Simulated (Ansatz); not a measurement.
# HfO2: a short molecular-dynamics run, part 2 of 2

Aim: set HfO2 (a distorted structure, 12 atoms, not relaxed) in motion for 30 steps of 0.5 fs under a Langevin thermostat and barostat at 900 K and 0 GPa, and see how temperature, energy and positions respond.

Ansatz 0.2.0; DFT PBEsol, plane waves, PAW, scalar-relativistic, no spin polarisation.

## (4) The trajectory

The trajectory, every 2 steps (energies from step 0); msd is the mean square displacement from the start, the centre of mass held:

| time (fs) | T (K) | potential energy change (meV/atom) | conserved energy change (meV/atom) | volume (Å³/atom) | pressure (GPa) | msd O (Å²) | msd Hf (Å²) |
| --- | --- | --- | --- | --- | --- | --- | --- |
| 0.0 | 825 | 0.0 | 0.00 | 11.86 | 0.6 | 0.000 | 0.000 |
| 1.0 | 748 | 5.4 | 0.01 | 11.86 | 0.9 | 0.000 | 0.000 |
| 2.0 | 764 | 8.9 | 0.01 | 11.86 | 1.1 | 0.001 | 0.000 |
| 3.0 | 726 | 10.0 | 0.02 | 11.86 | 1.1 | 0.001 | 0.000 |
| 4.0 | 752 | 8.2 | 0.02 | 11.86 | 1.1 | 0.002 | 0.000 |
| 5.0 | 798 | 3.6 | 0.02 | 11.87 | 0.8 | 0.004 | 0.000 |
| 6.0 | 834 | -3.7 | 0.01 | 11.87 | 0.4 | 0.005 | 0.000 |
| 7.0 | 905 | -12.9 | 0.00 | 11.88 | -0.2 | 0.007 | 0.000 |
| 8.0 | 953 | -23.1 | -0.01 | 11.89 | -1.0 | 0.009 | 0.000 |
| 9.0 | 1124 | -33.2 | -0.02 | 11.90 | -1.6 | 0.012 | 0.000 |
| 10.0 | 1198 | -43.6 | -0.03 | 11.90 | -2.3 | 0.015 | 0.000 |
| 11.0 | 1220 | -52.9 | -0.04 | 11.90 | -3.0 | 0.018 | 0.000 |
| 12.0 | 1245 | -60.7 | -0.05 | 11.90 | -3.5 | 0.022 | 0.000 |
| 13.0 | 1306 | -66.8 | -0.05 | 11.89 | -3.9 | 0.027 | 0.001 |
| 14.0 | 1472 | -70.3 | -0.06 | 11.88 | -4.0 | 0.031 | 0.001 |
| 15.0 | 1356 | -71.0 | -0.05 | 11.87 | -4.3 | 0.037 | 0.001 |

time (fs), T (K) and a bar:
```
      0.0        825 ####
      0.5        769 #
      1.5        750 #
      2.0        764 #
      2.5        761 #
      3.5        739 
      4.0        752 #
      4.5        737 
      5.0        798 ###
      6.0        834 ####
      6.5        884 ######
      7.0        905 #######
      8.0        953 ##########
      8.5       1023 #############
      9.0       1124 #################
     10.0       1198 ####################
     10.5       1229 ######################
     11.0       1220 #####################
     11.5       1252 #######################
     12.5       1273 ########################
     13.0       1306 #########################
     13.5       1369 ############################
     14.5       1417 ##############################
     15.0       1356 ###########################
```

## (5) Frames from the trajectory

Extended XYZ, with forces in eV/Å:

```xyz
12
Lattice="5.172 -0.003 -0.004 -0.003 5.203 0.007 -0.839 0.007 5.289" Properties=species:S:1:pos:R:3:forces:R:3 pbc="T T T" time_fs=2.0 T=764 dE=0.1074
Hf    1.362    0.298    1.177   -0.704   -0.912   -1.371
Hf    3.500    2.993    1.495   -0.397   -4.358    1.644
Hf    3.061    4.960    4.169    0.537    1.405    0.328
Hf    0.849    2.368    3.767   -0.803    0.612   -0.421
O     0.146    1.614    1.831   -2.792    2.217   -0.099
O     4.580    4.303    0.788    3.465    2.719   -1.132
O     4.256    3.578    3.397    1.333   -0.891   -0.038
O    -0.298    0.911    4.353   -1.609   -1.148    1.258
O     2.001    3.875    2.607   -1.254    2.212   -0.339
O     1.953    1.304    5.283    0.750    1.124    1.229
O     2.288    1.400    2.694    2.407   -2.057    0.574
O     2.355    3.929    0.022   -0.934   -0.924   -1.633
12
Lattice="5.172 -0.003 -0.004 -0.003 5.204 0.007 -0.839 0.007 5.290" Properties=species:S:1:pos:R:3:forces:R:3 pbc="T T T" time_fs=4.0 T=752 dE=0.0989
Hf    1.364    0.300    1.177   -0.612   -0.893   -1.205
Hf    3.505    2.994    1.493   -0.966   -4.604    1.816
Hf    3.066    4.960    4.170    0.275    1.416    0.355
Hf    0.847    2.365    3.767   -0.843    0.905   -0.234
O     0.141    1.609    1.826   -2.772    2.184   -0.097
O     4.580    4.284    0.789    3.608    3.154   -1.432
O     4.255    3.595    3.399    1.357   -1.041   -0.124
O    -0.298    0.910    4.345   -1.656   -1.211    1.359
O     1.995    3.882    2.604   -1.117    2.217   -0.370
O     1.947    1.332    5.315    0.802    0.756    1.069
O     2.282    1.410    2.722    2.499   -2.279    0.342
O     2.327    3.916    0.012   -0.576   -0.604   -1.480
12
Lattice="5.174 -0.003 -0.004 -0.003 5.205 0.007 -0.839 0.007 5.291" Properties=species:S:1:pos:R:3:forces:R:3 pbc="T T T" time_fs=5.5 T=832 dE=0.0022
Hf    1.366    0.302    1.178   -0.635   -0.846   -1.096
Hf    3.509    2.995    1.493   -1.236   -4.588    1.872
Hf    3.070    4.961    4.173    0.159    1.374    0.354
Hf    0.846    2.363    3.768   -0.900    1.035   -0.130
O     0.133    1.609    1.822   -2.606    2.083   -0.076
O     4.588    4.273    0.787    3.503    3.273   -1.552
O     4.259    3.605    3.400    1.279   -1.097   -0.184
O    -0.300    0.906    4.342   -1.588   -1.153    1.393
O     1.988    3.891    2.603   -0.970    2.111   -0.381
O     1.945    1.355    5.341    0.792    0.471    0.924
O     2.281    1.409    2.744    2.464   -2.304    0.192
O     2.303    3.906    0.005   -0.261   -0.360   -1.316
12
Lattice="5.175 -0.003 -0.004 -0.003 5.207 0.007 -0.839 0.007 5.293" Properties=species:S:1:pos:R:3:forces:R:3 pbc="T T T" time_fs=7.5 T=923 dE=-0.2150
Hf    1.369    0.303    1.178   -0.799   -0.704   -0.933
Hf    3.514    2.995    1.494   -1.360   -4.316    1.880
Hf    3.074    4.965    4.178    0.145    1.214    0.311
Hf    0.843    2.362    3.769   -0.987    1.112   -0.045
O     0.114    1.613    1.818   -2.149    1.819   -0.077
O     4.608    4.264    0.783    3.099    3.175   -1.576
O     4.268    3.610    3.402    1.022   -1.038   -0.235
O    -0.307    0.899    4.338   -1.411   -1.024    1.436
O     1.977    3.905    2.603   -0.702    1.902   -0.413
O     1.944    1.387    5.374    0.711    0.064    0.733
O     2.289    1.401    2.775    2.248   -2.215   -0.042
O     2.271    3.891   -0.006    0.182    0.011   -1.040
12
Lattice="5.177 -0.003 -0.004 -0.003 5.209 0.007 -0.840 0.007 5.295" Properties=species:S:1:pos:R:3:forces:R:3 pbc="T T T" time_fs=9.5 T=1184 dE=-0.4620
Hf    1.372    0.304    1.177   -1.051   -0.568   -0.737
Hf    3.519    2.994    1.495   -1.229   -3.785    1.798
Hf    3.079    4.969    4.182    0.190    1.025    0.254
Hf    0.840    2.362    3.771   -1.035    1.031   -0.033
O     0.094    1.619    1.817   -1.646    1.539   -0.067
O     4.637    4.262    0.777    2.411    2.772   -1.430
O     4.278    3.612    3.401    0.751   -0.946   -0.246
O    -0.317    0.889    4.339   -1.118   -0.772    1.419
O     1.965    3.920    2.605   -0.430    1.623   -0.447
O     1.943    1.415    5.412    0.614   -0.296    0.442
O     2.302    1.388    2.806    1.904   -1.978   -0.191
O     2.235    3.875   -0.016    0.639    0.355   -0.763
12
Lattice="5.178 -0.003 -0.004 -0.003 5.209 0.007 -0.840 0.007 5.296" Properties=species:S:1:pos:R:3:forces:R:3 pbc="T T T" time_fs=11.0 T=1220 dE=-0.6350
Hf    1.374    0.302    1.175   -1.281   -0.443   -0.603
Hf    3.522    2.993    1.495   -0.989   -3.276    1.698
Hf    3.083    4.971    4.184    0.225    0.900    0.204
Hf    0.837    2.362    3.773   -1.069    0.905   -0.086
O     0.077    1.625    1.815   -1.243    1.335   -0.038
O     4.661    4.265    0.768    1.782    2.312   -1.198
O     4.283    3.613    3.396    0.610   -0.911   -0.242
O    -0.326    0.880    4.342   -0.817   -0.495    1.358
O     1.956    3.935    2.605   -0.265    1.329   -0.463
O     1.942    1.438    5.441    0.522   -0.582    0.184
O     2.315    1.373    2.826    1.575   -1.681   -0.248
O     2.208    3.864   -0.024    0.950    0.609   -0.566
12
Lattice="5.176 -0.003 -0.004 -0.003 5.208 0.007 -0.840 0.007 5.294" Properties=species:S:1:pos:R:3:forces:R:3 pbc="T T T" time_fs=13.0 T=1306 dE=-0.8016
Hf    1.377    0.300    1.172   -1.612   -0.299   -0.451
Hf    3.525    2.991    1.495   -0.580   -2.545    1.550
Hf    3.088    4.974    4.185    0.233    0.730    0.161
Hf    0.834    2.363    3.773   -1.096    0.687   -0.188
O     0.050    1.633    1.812   -0.676    1.068    0.020
O     4.689    4.276    0.750    0.942    1.624   -0.769
O     4.285    3.611    3.390    0.489   -0.907   -0.252
O    -0.341    0.866    4.346   -0.322   -0.048    1.237
O     1.943    3.958    2.605   -0.082    0.870   -0.490
O     1.939    1.466    5.476    0.376   -0.934   -0.193
O     2.335    1.350    2.847    1.051   -1.159   -0.295
O     2.175    3.848   -0.033    1.278    0.912   -0.331
12
Lattice="5.174 -0.003 -0.004 -0.003 5.205 0.007 -0.839 0.007 5.291" Properties=species:S:1:pos:R:3:forces:R:3 pbc="T T T" time_fs=15.0 T=1356 dE=-0.8521
Hf    1.380    0.299    1.168   -1.930   -0.247   -0.312
Hf    3.527    2.987    1.495   -0.160   -1.803    1.444
Hf    3.092    4.976    4.186    0.221    0.467    0.112
Hf    0.830    2.363    3.773   -1.126    0.465   -0.292
O     0.025    1.645    1.808   -0.148    0.820    0.104
O     4.721    4.287    0.732    0.128    0.959   -0.314
O     4.287    3.607    3.384    0.355   -0.887   -0.258
O    -0.359    0.851    4.352    0.267    0.493    1.072
O     1.934    3.985    2.599    0.062    0.328   -0.459
O     1.934    1.490    5.513    0.252   -1.259   -0.632
O     2.356    1.324    2.868    0.510   -0.529   -0.345
O     2.145    3.833   -0.046    1.569    1.194   -0.120
```

## (6) Results

What follows sums up all 2 parts. Changes of volume or cell count from the first structure of part 1.

| quantity | value |
| --- | --- |
| length | 30 steps of 0.5 fs |
| temperature, first and last step | 825 and 1356 K |
| temperature, second half | mean 1221 K, from 923 to 1472 K |
| potential energy, second half | -51 meV/atom from the start |
| largest change of the conserved energy | 0.06 meV/atom |
| volume, first and last step | 11.86 and 11.87 Å³/atom |
| mean square displacement, second half | O 0.020, Hf 0.000 Å² |

Against a set 900 K the second half averages 1221 K, going from 923 to 1356 K over that half. The conserved energy strays from its start by at most 0.06 meV/atom, under 0.1 % of the mean kinetic energy, so a step of 0.5 fs is short enough over this time. The farthest move is 0.33 Å, against a mean nearest distance of 2.0 Å at the start: no atom has changed site so far. The volume changes by +0.1 % from first to last step. 15 fs on 12 atoms is far too short and small for converged averages.
